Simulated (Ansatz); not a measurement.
How far is PAW off for Ta?

```xyz
1
Lattice="-1.6513 1.6513 1.7008 1.6513 -1.6513 1.7008 1.6513 1.6513 -1.7008" Properties=species:S:1:pos:R:3 pbc="T T T"
Ta    0.0000    0.0000    0.0000
```

The cell is COD entry 1541266, as deposited and not checked against the literature; nothing was relaxed. The listed cell was then made from it by scaling, straining or moving an atom.

No spin–orbit coupling, which matters for the heavy atoms here.

Levels of theory: DFT, PBE, PAW with Ansatz's default frozen-core files, scalar-relativistic (Ansatz 0.2.0); DFT, PBE, all-electron PAW with datasets made for the crystal, scalar-relativistic (Ansatz 0.2.0); DFT, PBE, all-electron LAPW, scalar-relativistic (Ansatz 0.2.0).

For PAW: a Γ-centred 17×17×17 k mesh, Fermi–Dirac smearing of 0.08 eV, cutoff 420 eV, no spin polarisation. The crystal-made all-electron datasets (AE datasets) take a cutoff of 240 eV at this cell. LAPW targets a basis error of 0.5 meV/atom. The Ansatz runs share mesh, smearing and spin set-up. Plane-wave (PAW) pressures include the program's estimate of the Pulay term.

Stress and pressure are positive in compression.

No spin–orbit coupling: at heavy atoms the gradients can be off by tens of per cent for that reason.

In a metal, gradients converge slowly with the k mesh: the values move by tens of per cent from one mesh to another, at times in sign, so only the comparison on one mesh counts.

```json
{"quantity": "pressure (GPa)", "PAW": "-2.58", "AE datasets": "-2.59", "LAPW": "-2.60"}
{"quantity": "stress xx (GPa)", "PAW": "-1.65", "AE datasets": "-1.66", "LAPW": "-1.66"}
{"quantity": "stress zz (GPa)", "PAW": "-4.45", "AE datasets": "-4.46", "LAPW": "-4.46"}
{"quantity": "field gradient Vzz at Ta (10²¹ V/m²)", "PAW": "2.13", "AE datasets": "2.04", "LAPW": "–"}
```

PAW's pressure differs from the LAPW value by about 0.01 GPa or less.
